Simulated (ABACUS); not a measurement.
A run of ABACUS 3.10.1 is set up as follows.

Contents of run_abacus.py:

```python
"""ABACUS run from a structure file: ASE reads it, the script writes STRU, KPT and INPUT."""
import re
import subprocess
from ase.io import read
from ase.units import Bohr

atoms = read("POSCAR")
atoms = atoms[(-atoms.numbers).argsort(kind="stable")]  # ABACUS lists atoms element by element
pseudo = {'Ir': '77_Ir_17_2.5_2.6_pbe_n_v1.0.upf'}
orbital = {}
magmoms = None
kmesh = [10, 10, 10]
params = {
    'suffix': 'Ir',
    'calculation': 'scf',
    'basis_type': 'pw',
    'pseudo_dir': './',
    'symmetry': 1,
    'dft_functional': 'GGA_X_RPBE+GGA_C_PBE',
    'ecutwfc': 68,
    'pseudo_rcut': 10,
    'nspin': 1,
    'nbands': 19,
    'ks_solver': 'dav',
    'smearing_method': 'fd',
    'smearing_sigma': 0.00367493,
    'scf_thr': 1e-08,
    'scf_nmax': 100,
    'mixing_type': 'broyden',
    'mixing_beta': 0.7,
    'cal_force': 1,
    'cal_stress': 1,
    'out_chg': 1,
    'kpar': 4,
}

symbols = atoms.get_chemical_symbols()
elements = list(dict.fromkeys(symbols))
lines = ["ATOMIC_SPECIES"] + [f"{e} {atoms.get_masses()[symbols.index(e)]:.4f} {pseudo[e]}" for e in elements]
if orbital:
    lines += ["", "NUMERICAL_ORBITAL"] + [orbital[e] for e in elements]
lines += ["", "LATTICE_CONSTANT", f"{1 / Bohr:.10f}", "", "LATTICE_VECTORS"]
lines += [" ".join(f"{x:.10f}" for x in v) for v in atoms.cell]
lines += ["", "ATOMIC_POSITIONS", "Direct"]
for e in elements:
    lines += ["", e, "0.0", str(symbols.count(e))]
    for i, p in enumerate(atoms.get_scaled_positions(wrap=False)):
        if symbols[i] == e:
            mag = "" if magmoms is None else " mag " + " ".join(str(x) for x in (magmoms[i] if isinstance(magmoms[i], list) else [magmoms[i]]))
            lines.append(" ".join(f"{x:.10f}" for x in p) + " 1 1 1" + mag)
open("STRU", "w").write("\n".join(lines) + "\n")
open("KPT", "w").write("K_POINTS\n0\nGamma\n%d %d %d 0 0 0\n" % tuple(kmesh))
open("INPUT", "w").write("INPUT_PARAMETERS\n" + "".join(f"{k:<20s}{v}\n" for k, v in params.items()))

done = subprocess.run(['mpirun', '-np', '4', 'abacus'])
if done.returncode:
    raise SystemExit(done.returncode)
log = open("OUT.Ir/running_scf.log").read()
print("final energy (eV):", re.findall(r"FINAL_ETOT_IS (\S+)", log))
```

The input POSCAR:

```
Ir
1.0
    0.0000000000      1.9156000000      1.9156000000
    1.9156000000      0.0000000000      1.9156000000
    1.9156000000      1.9156000000      0.0000000000
Ir
1
Direct
    0.0000000000      0.0000000000      0.0000000000
```

Potentials or basis: SPMS ONCV 1.0 PBE, plane waves.

Command:

```bash
$ OMP_NUM_THREADS=1 python run_abacus.py > log
```

Problem. Predict the band gap on the k mesh.

Solution. None (metal or under the smearing width).

Problem. Predict the pressure.

Solution. 15.5 GPa.

Caveat: so large a pressure means that the cell lies far from this level's equilibrium, or that cutoff or potentials fall short; the potentials were made for another functional, which shifts forces and pressure. The run has no spin-orbit coupling, so splittings on Ir are missing.
